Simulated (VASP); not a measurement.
Wanted: the native input for a VASP 6.6.1 run.

- Task: band structure
- Functional: LAK
- Potentials or basis: VASP PAW PBE potentials, release 64 (Si)
- Cutoff: 520 eV
- k mesh: 8 × 8 × 8
- Occupations: fermi-dirac, width 0.05 eV
- Spin: no spin polarisation
- Further INCAR settings: ALGO = Normal; EDIFF = 1e-07; NBANDS = 11

The structure of Si lies in POSCAR:

```
Si
1.0
    0.0000000000      2.7218511865      2.7218511865
    2.7218511865      0.0000000000      2.7218511865
    2.7218511865      2.7218511865      0.0000000000
Si
2
Direct
    0.5000000000      0.5000000000      0.5000000000
    0.7500000000      0.7500000000      0.7500000000
```

These files were run (other wordings do the same):

INCAR

```
ALGO = Normal ; EDIFF = 1E-7
ENCUT = 520 ; ISIF = 2
ISMEAR = -1 ; LASPH = T
LCHARG = F ; LMIXTAU = T
LREAL = F ; LWAVE = F
METAGGA = LAK ; NBANDS = 11
NELM = 60 ; PREC = Accurate
SIGMA = 0.05
```

KPOINTS

```
k-points
0
Gamma
  8 8 8
```

KPOINTS_OPT

```
path GXWKGLUWLK,UX
15
line-mode
reciprocal
 0.0000000000  0.0000000000  0.0000000000  G
 0.5000000000  0.0000000000  0.5000000000  X

 0.5000000000  0.0000000000  0.5000000000  X
 0.5000000000  0.2500000000  0.7500000000  W

 0.5000000000  0.2500000000  0.7500000000  W
 0.3750000000  0.3750000000  0.7500000000  K

 0.3750000000  0.3750000000  0.7500000000  K
 0.0000000000  0.0000000000  0.0000000000  G

 0.0000000000  0.0000000000  0.0000000000  G
 0.5000000000  0.5000000000  0.5000000000  L

 0.5000000000  0.5000000000  0.5000000000  L
 0.6250000000  0.2500000000  0.6250000000  U

 0.6250000000  0.2500000000  0.6250000000  U
 0.5000000000  0.2500000000  0.7500000000  W

 0.5000000000  0.2500000000  0.7500000000  W
 0.5000000000  0.5000000000  0.5000000000  L

 0.5000000000  0.5000000000  0.5000000000  L
 0.3750000000  0.3750000000  0.7500000000  K

 0.6250000000  0.2500000000  0.6250000000  U
 0.5000000000  0.0000000000  0.5000000000  X
```

Potentials or basis: VASP PAW PBE potentials, release 64 (Si).

Launch:

```sh
$ cat potpaw_PBE.64/Si/POTCAR > POTCAR
$ mpirun -np 1 vasp_std > vasp.out
```

Results of the run:

```
Pressure                : 1.0 GPa
Band gap on the k mesh  : 1.20 eV, indirect (least direct gap 2.97 eV)
Band gap along the path : 1.17 eV, indirect (least direct gap 2.97 eV)
```

Caveat: the PAW data sets were made with another functional, which shifts forces and pressure a little.

Wall time 3.2 min on 1 thread of Intel(R) Xeon(R) Platinum 8488C (Sapphire Rapids) (shared host), peak memory 0.16 GiB.
